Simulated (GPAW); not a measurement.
Here is a GPAW 26.7.0 calculation.

run.py

```python
from ase import Atoms
from ase.filters import FrechetCellFilter
from ase.io import write
from ase.optimize import BFGS
from ase.units import GPa
from gpaw import GPAW, PW, setup_paths

setup_paths.insert(0, '.')

atoms = Atoms(['Zr', 'S'],
              cell=[[0.0, 2.625, 2.625],
                    [2.625, 0.0, 2.625],
                    [2.625, 2.625, 0.0]],
              scaled_positions=[[0.0, 0.0, 0.0],
                                [0.5, 0.5, 0.5]],
              pbc=True)

calc = GPAW(mode=PW(600),
            xc='PBEsol',
            kpts={'size': (9, 9, 9), 'gamma': True},
            occupations={'name': 'fermi-dirac', 'width': 0.05},
            nbands=19,
            convergence={'density': 1e-05, 'forces': 0.0001},
            maxiter=150,
            txt='gpaw.txt')
atoms.calc = calc
opt = BFGS(FrechetCellFilter(atoms, scalar_pressure=5 * GPa), trajectory='relax.traj', logfile='-')
done = opt.run(fmax=0.02, steps=60)
calc.write('gs.gpw')
write('result.traj', atoms)
print('Converged:', done)
print('Cell:', atoms.cell.cellpar().round(4))
print('Volume:', round(atoms.get_volume(), 4))
print(atoms.get_scaled_positions().round(5))
```

Potentials or basis: PAW data sets generated in the run's folder for this functional, pw.

The run is started by

```bash
$ gpaw-setup -f PBEsol S Zr
$ OMP_NUM_THREADS=1 python run.py
```

(1) Estimate the relaxed cell.

(2) Predict the space group after relaxing (to 0.05 Å).

Results:

(1) a = 3.610 Å, b = 3.610 Å, c = 3.610 Å, α = 60.00°, β = 60.00°, γ = 60.00°.

(2) Fm-3m (No. 225).

Caveat: later steps reuse the first step's grids.
